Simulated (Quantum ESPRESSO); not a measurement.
# GaP (F-43m) in Quantum ESPRESSO: settings compared, part 2 of 2

Quantum ESPRESSO 7.5. Earlier steps stand in the parts before.

## Step 3: Equation of state, BP86+D4

run.py reads:

```python
import numpy as np
from ase.calculators.espresso import Espresso, EspressoProfile
import spglib
from ase import Atoms
from ase.io import read

atoms = read('GaP.cif')
cell, pos, num = spglib.standardize_cell((atoms.cell[:], atoms.get_scaled_positions(), atoms.numbers), to_primitive=True, symprec=1e-4)
atoms = Atoms(numbers=num, cell=cell, scaled_positions=pos, pbc=True)

input_data = {
    'control': {'calculation': 'scf', 'prefix': 'pwscf', 'outdir': './tmp', 'tprnfor': True, 'tstress': True, 'disk_io': 'nowf'},
    'system': {'ecutwfc': 80.0, 'nbnd': 15, 'input_dft': 'bp', 'occupations': 'smearing', 'smearing': 'fd', 'degauss': 0.00367493},
    'electrons': {'conv_thr': 4e-10, 'electron_maxstep': 120, 'mixing_beta': 0.5},
}
pseudopotentials = {'P': 'P.upf', 'Ga': 'Ga.upf'}
profile = EspressoProfile(command='pw.x', pseudo_dir='pseudo')
dft = Espresso(profile=profile, input_data=input_data, pseudopotentials=pseudopotentials, kpts=(8, 8, 8), koffset=(0, 0, 0))
from ase.calculators.mixing import SumCalculator
from dftd4.ase import DFTD4
d4 = DFTD4(method='bp86')
atoms.calc = SumCalculator([dft, d4])

from ase.eos import EquationOfState
from ase.units import GPa
cell, v, e = atoms.cell.copy(), [], []
for x in [0.94, 0.96, 0.98, 1.0, 1.02, 1.04, 1.06]:
    atoms.set_cell(cell * x ** (1 / 3), scale_atoms=True)
    v.append(atoms.get_volume() / len(atoms))
    e.append(atoms.get_potential_energy() / len(atoms))
    print(f'V {v[-1]:.6f} A^3/atom  E {e[-1]:.8f} eV/atom')
v0, e0, b0 = EquationOfState(v, e, eos='birchmurnaghan').fit()
print(f'V0 {v0:.5f} A^3/atom  E0 {e0:.6f} eV/atom  B0 {b0 / GPa:.2f} GPa')
```

GaP.cif reads:

```cif
data_GaP
_cell_length_a 5.45050000
_cell_length_b 5.45050000
_cell_length_c 5.45050000
_cell_angle_alpha 90.00000000
_cell_angle_beta 90.00000000
_cell_angle_gamma 90.00000000
_space_group_name_H-M_alt 'F-43m'
_space_group_name_Hall 'F -4 2 3'
_space_group_IT_number 216
loop_
_space_group_symop_operation_xyz
'x,y,z'
'y,-x,-z'
'-x,-y,z'
'-y,x,-z'
'x,-y,-z'
'y,x,z'
'-x,y,-z'
'-y,-x,z'
'z,x,y'
'-z,y,-x'
'z,-x,-y'
'-z,-y,x'
'-z,x,-y'
'z,y,x'
'-z,-x,y'
'z,-y,-x'
'y,z,x'
'-x,-z,y'
'-y,z,-x'
'x,-z,-y'
'-y,-z,x'
'x,z,y'
'y,-z,-x'
'-x,z,-y'
'x,y+1/2,z+1/2'
'y,-x+1/2,-z+1/2'
'-x,-y+1/2,z+1/2'
'-y,x+1/2,-z+1/2'
'x,-y+1/2,-z+1/2'
'y,x+1/2,z+1/2'
'-x,y+1/2,-z+1/2'
'-y,-x+1/2,z+1/2'
'z,x+1/2,y+1/2'
'-z,y+1/2,-x+1/2'
'z,-x+1/2,-y+1/2'
'-z,-y+1/2,x+1/2'
'-z,x+1/2,-y+1/2'
'z,y+1/2,x+1/2'
'-z,-x+1/2,y+1/2'
'z,-y+1/2,-x+1/2'
'y,z+1/2,x+1/2'
'-x,-z+1/2,y+1/2'
'-y,z+1/2,-x+1/2'
'x,-z+1/2,-y+1/2'
'-y,-z+1/2,x+1/2'
'x,z+1/2,y+1/2'
'y,-z+1/2,-x+1/2'
'-x,z+1/2,-y+1/2'
'x+1/2,y,z+1/2'
'y+1/2,-x,-z+1/2'
'-x+1/2,-y,z+1/2'
'-y+1/2,x,-z+1/2'
'x+1/2,-y,-z+1/2'
'y+1/2,x,z+1/2'
'-x+1/2,y,-z+1/2'
'-y+1/2,-x,z+1/2'
'z+1/2,x,y+1/2'
'-z+1/2,y,-x+1/2'
'z+1/2,-x,-y+1/2'
'-z+1/2,-y,x+1/2'
'-z+1/2,x,-y+1/2'
'z+1/2,y,x+1/2'
'-z+1/2,-x,y+1/2'
'z+1/2,-y,-x+1/2'
'y+1/2,z,x+1/2'
'-x+1/2,-z,y+1/2'
'-y+1/2,z,-x+1/2'
'x+1/2,-z,-y+1/2'
'-y+1/2,-z,x+1/2'
'x+1/2,z,y+1/2'
'y+1/2,-z,-x+1/2'
'-x+1/2,z,-y+1/2'
'x+1/2,y+1/2,z'
'y+1/2,-x+1/2,-z'
'-x+1/2,-y+1/2,z'
'-y+1/2,x+1/2,-z'
'x+1/2,-y+1/2,-z'
'y+1/2,x+1/2,z'
'-x+1/2,y+1/2,-z'
'-y+1/2,-x+1/2,z'
'z+1/2,x+1/2,y'
'-z+1/2,y+1/2,-x'
'z+1/2,-x+1/2,-y'
'-z+1/2,-y+1/2,x'
'-z+1/2,x+1/2,-y'
'z+1/2,y+1/2,x'
'-z+1/2,-x+1/2,y'
'z+1/2,-y+1/2,-x'
'y+1/2,z+1/2,x'
'-x+1/2,-z+1/2,y'
'-y+1/2,z+1/2,-x'
'x+1/2,-z+1/2,-y'
'-y+1/2,-z+1/2,x'
'x+1/2,z+1/2,y'
'y+1/2,-z+1/2,-x'
'-x+1/2,z+1/2,-y'
loop_
_atom_site_label
_atom_site_type_symbol
_atom_site_symmetry_multiplicity
_atom_site_Wyckoff_symbol
_atom_site_fract_x
_atom_site_fract_y
_atom_site_fract_z
_atom_site_occupancy
Ga1 Ga 4 a 0.0000000000 0.0000000000 0.0000000000 1
P1 P 4 c 0.2500000000 0.2500000000 0.2500000000 1
```

Potentials or basis: PseudoDojo 0.4.1 SR PBE standard.

The run is started by

```sh
OMP_NUM_THREADS=1 python run.py
```

It took 1.9 min on 1 thread of INTEL XEON PLATINUM 8581C at 2.10GHz (Emerald Rapids), shared host; peak memory 0.09 GiB.

It converged, with:

* Equilibrium volume: 19.68 Å³/atom
* Bulk modulus: 90 GPa
* Pressure derivative of the bulk modulus: 4.5

Energy against volume, from the lowest point:
```
volume (Å³/atom)  energy (meV/atom)
          19.026               6.27
          19.431               0.63
          19.836               0.00
          20.240               3.85
          20.645              11.74
          21.050              23.19
          21.455              37.84
```

Caveat: the potentials were made for another functional, which shifts forces and pressure.

## Step 4: Equation of state, OLYP+D4

run.py: that of step 3 with these lines changed.

```diff
@@ -2,9 +2,8 @@
 from ase.calculators.espresso import Espresso, EspressoProfile
-import spglib
 from ase import Atoms
-from ase.io import read
 
-atoms = read('GaP.cif')
-cell, pos, num = spglib.standardize_cell((atoms.cell[:], atoms.get_scaled_positions(), atoms.numbers), to_primitive=True, symprec=1e-4)
-atoms = Atoms(numbers=num, cell=cell, scaled_positions=pos, pbc=True)
+atoms = Atoms(['Ga', 'P'],
+              cell=[[0.0, 2.72525, 2.72525], [2.72525, 0.0, 2.72525], [2.72525, 2.72525, 0.0]],
+              scaled_positions=[[0.0, 0.0, 0.0], [0.75, 0.75, 0.75]],
+              pbc=True)
 
@@ -12,3 +11,3 @@
     'control': {'calculation': 'scf', 'prefix': 'pwscf', 'outdir': './tmp', 'tprnfor': True, 'tstress': True, 'disk_io': 'nowf'},
-    'system': {'ecutwfc': 80.0, 'nbnd': 15, 'input_dft': 'bp', 'occupations': 'smearing', 'smearing': 'fd', 'degauss': 0.00367493},
+    'system': {'ecutwfc': 80.0, 'nbnd': 15, 'input_dft': 'XC-000I-000I-110L-131L-000I-000I', 'occupations': 'smearing', 'smearing': 'fd', 'degauss': 0.00367493},
     'electrons': {'conv_thr': 4e-10, 'electron_maxstep': 120, 'mixing_beta': 0.5},
@@ -20,3 +19,3 @@
 from dftd4.ase import DFTD4
-d4 = DFTD4(method='bp86')
+d4 = DFTD4(method='olyp')
 atoms.calc = SumCalculator([dft, d4])
```

The run is started by

```sh
OMP_NUM_THREADS=1 python run.py
```

It took 2.1 min on 1 thread of INTEL XEON PLATINUM 8581C at 2.10GHz (Emerald Rapids), shared host; peak memory 0.09 GiB.

The run converged. Its results:

| Property | Result |
| --- | --- |
| Equilibrium volume | 19.14 Å³/atom |
| Bulk modulus | 94 GPa |
| Pressure derivative of the bulk modulus | 4.7 |

Energy against volume, from the lowest point:
```csv
volume (Å³/atom),energy (meV/atom)
19.026,0.00
19.431,1.04
19.836,6.71
20.240,16.47
20.645,29.90
21.050,46.55
21.455,66.07
```

Caveat: the potentials were made for another functional, which shifts forces and pressure.

## Step 5: Equation of state, PW86PBE+D4

run.py: that of step 4 with these lines changed.

```diff
@@ -2,8 +2,5 @@
 from ase.calculators.espresso import Espresso, EspressoProfile
-from ase import Atoms
+from ase.io import read
 
-atoms = Atoms(['Ga', 'P'],
-              cell=[[0.0, 2.72525, 2.72525], [2.72525, 0.0, 2.72525], [2.72525, 2.72525, 0.0]],
-              scaled_positions=[[0.0, 0.0, 0.0], [0.75, 0.75, 0.75]],
-              pbc=True)
+atoms = read('GaP.xyz')
 
@@ -11,3 +8,3 @@
     'control': {'calculation': 'scf', 'prefix': 'pwscf', 'outdir': './tmp', 'tprnfor': True, 'tstress': True, 'disk_io': 'nowf'},
-    'system': {'ecutwfc': 80.0, 'nbnd': 15, 'input_dft': 'XC-000I-000I-110L-131L-000I-000I', 'occupations': 'smearing', 'smearing': 'fd', 'degauss': 0.00367493},
+    'system': {'ecutwfc': 80.0, 'nbnd': 15, 'input_dft': 'pw86pbe', 'occupations': 'smearing', 'smearing': 'fd', 'degauss': 0.00367493},
     'electrons': {'conv_thr': 4e-10, 'electron_maxstep': 120, 'mixing_beta': 0.5},
@@ -19,3 +16,3 @@
 from dftd4.ase import DFTD4
-d4 = DFTD4(method='olyp')
+d4 = DFTD4(method='pw86pbe')
 atoms.calc = SumCalculator([dft, d4])
```

GaP.xyz reads:

```xyz
2
Lattice="0.0000000000 2.7252500000 2.7252500000 2.7252500000 0.0000000000 2.7252500000 2.7252500000 2.7252500000 0.0000000000" Properties=species:S:1:pos:R:3 pbc="T T T"
Ga     0.0000000000      0.0000000000      0.0000000000
P      4.0878750000      4.0878750000      4.0878750000
```

The run is started by

```sh
OMP_NUM_THREADS=1 python run.py
```

Run time: 1.9 min. Hardware: 1 thread of INTEL XEON PLATINUM 8581C at 2.10GHz (Emerald Rapids), shared host; peak memory 0.09 GiB.

Results (log left out):

```yaml
Equilibrium_volume: 20.42 Å³/atom
Bulk_modulus: 82 GPa
Pressure_derivative_of_the_bulk_modulus: 4.6
```

Energy against volume, from the lowest point:
| volume (Å³/atom) | energy (meV/atom) |
| --- | --- |
| 19.026 | 27.18 |
| 19.431 | 12.94 |
| 19.836 | 4.07 |
| 20.240 | 0.00 |
| 20.645 | 0.24 |
| 21.050 | 4.33 |
| 21.455 | 11.85 |

Caveat: the potentials were made for another functional, which shifts forces and pressure.

## Step 6: Equation of state, AM05+D4

run.py: that of step 5 with these lines changed.

```diff
@@ -2,5 +2,8 @@
 from ase.calculators.espresso import Espresso, EspressoProfile
-from ase.io import read
+from ase import Atoms
 
-atoms = read('GaP.xyz')
+atoms = Atoms(['Ga', 'P'],
+              cell=[[0.0, 2.72525, 2.72525], [2.72525, 0.0, 2.72525], [2.72525, 2.72525, 0.0]],
+              scaled_positions=[[0.0, 0.0, 0.0], [0.75, 0.75, 0.75]],
+              pbc=True)
 
@@ -8,3 +11,3 @@
     'control': {'calculation': 'scf', 'prefix': 'pwscf', 'outdir': './tmp', 'tprnfor': True, 'tstress': True, 'disk_io': 'nowf'},
-    'system': {'ecutwfc': 80.0, 'nbnd': 15, 'input_dft': 'pw86pbe', 'occupations': 'smearing', 'smearing': 'fd', 'degauss': 0.00367493},
+    'system': {'ecutwfc': 80.0, 'nbnd': 15, 'input_dft': 'XC-000I-000I-120L-135L-000I-000I', 'occupations': 'smearing', 'smearing': 'fd', 'degauss': 0.00367493},
     'electrons': {'conv_thr': 4e-10, 'electron_maxstep': 120, 'mixing_beta': 0.5},
@@ -16,3 +19,3 @@
 from dftd4.ase import DFTD4
-d4 = DFTD4(method='pw86pbe')
+d4 = DFTD4(method='am05')
 atoms.calc = SumCalculator([dft, d4])
```

Potentials or basis: PseudoDojo 0.4.1 SR PBE standard.

The run is started by

```sh
OMP_NUM_THREADS=1 python run.py
```

Wall time 2.3 min (1 thread of INTEL XEON PLATINUM 8581C at 2.10GHz (Emerald Rapids), shared host); peak memory 0.09 GiB.

It converged, with:

* Equilibrium volume: 19.82 Å³/atom
* Bulk modulus: 87 GPa
* Pressure derivative of the bulk modulus: 4.5

Energy against volume, from the lowest point:
```csv
volume (Å³/atom),energy (meV/atom)
19.026,9.19
19.431,2.09
19.836,0.00
20.240,2.37
20.645,8.74
21.050,18.68
21.455,31.80
```

Caveat: the potentials were made for another functional, which shifts forces and pressure.

## Step 7: Overview

```csv
level,V0 of scaled cells (Å³/atom),B0 (GPa)
PW91+D4,20.22,84
BP86+D4,19.68,90
OLYP+D4,19.14,94
PW86PBE+D4,20.42,82
AM05+D4,19.82,87
```

Alike in all rows: task equation of state; potentials or basis PseudoDojo 0.4.1 SR PBE standard; no spin polarisation; cell as given; k mesh 8 × 8 × 8; cutoff (eV) 1088; smearing fermi-dirac 0.05 eV.

Caveats: the potentials were made for another functional, which shifts forces and pressure.

Absolute energies hang on the potentials; compare differences alone.

## Step 8: Against experiment

Step 2. A measured bulk modulus of GaP is 87.5 GPa (“Phosphorous dimerization in GaP at high pressure”, 2017, arxiv:1709.06667); the calculated 84 GPa misses it by -4.0 %. The fit is for a static lattice scaled at fixed shape and fixed fractional positions.

Step 3. Against the measured bulk modulus of GaP, 87.5 GPa (“Phosphorous dimerization in GaP at high pressure”, 2017, arxiv:1709.06667), the calculated 90 GPa is off by +2.8 %. The fit is for a static lattice scaled at fixed shape and fixed fractional positions.

Step 4. A measured bulk modulus of GaP is 87.5 GPa (“Phosphorous dimerization in GaP at high pressure”, 2017, arxiv:1709.06667); the calculated 94 GPa misses it by +7.7 %. The fit is for a static lattice scaled at fixed shape and fixed fractional positions.

Step 5. Against the measured bulk modulus of GaP, 87.5 GPa (“Phosphorous dimerization in GaP at high pressure”, 2017, arxiv:1709.06667), the calculated 82 GPa is off by -6.7 %. The fit is for a static lattice scaled at fixed shape and fixed fractional positions.

Step 6. Against the measured bulk modulus of GaP, 87.5 GPa (“Phosphorous dimerization in GaP at high pressure”, 2017, arxiv:1709.06667), the calculated 87 GPa is off by -0.6 %. The fit is for a static lattice scaled at fixed shape and fixed fractional positions.
